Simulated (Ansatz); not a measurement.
## Ge in Ansatz: the effect of target pressure

Ge:

```
Ge
1.0
     3.99759    0.00000    0.00000
    -1.99879    3.46201    0.00000
     0.00000    0.00000    6.59938
Ge
4
Cartesian
  0.0000 2.3080 6.1843
  1.9988 1.1540 2.8846
  0.0000 2.3080 3.7148
  1.9988 1.1540 0.4151
```

This isn't the form of Ge at room conditions, which is diamond.

Alike in all runs:

| Quantity | Value |
| --- | --- |
| Program | Ansatz 0.2.0 |
| Task | relaxation of cell and atoms |
| Functional | PBEsol |
| Potentials or basis | Ansatz PAW |
| Cutoff | 420 eV (not typed: the program's choice for these potentials) |
| k mesh | 8 × 8 × 4 |
| Occupations | fermi-dirac, width 0.05 eV |
| Spin | no spin polarisation |

Each run relaxes the cell or the atoms first.

Problem. One run gave: relaxed volume 18.87 Å³/atom. Which target pressure did it use?
A. 30 GPa
B. 20 GPa
C. 0 GPa
D. 10 GPa
E. 2 GPa

Solution. B.

```csv
target pressure,relaxed volume (Å³/atom)
0 GPa,22.82
2 GPa,22.18
5 GPa,21.40
10 GPa,20.37
20 GPa,18.87
30 GPa,17.79
```

Caveats: the plane-wave basis is chosen anew once the cell has moved, so the energies of steps on either side of that aren't comparable; the PAW data sets come from PBE, with cores solved anew for the run's functional, which leaves a small shift of forces and pressure; the volume moved by over 15 % at a fixed basis, so the end points are rough (some runs).
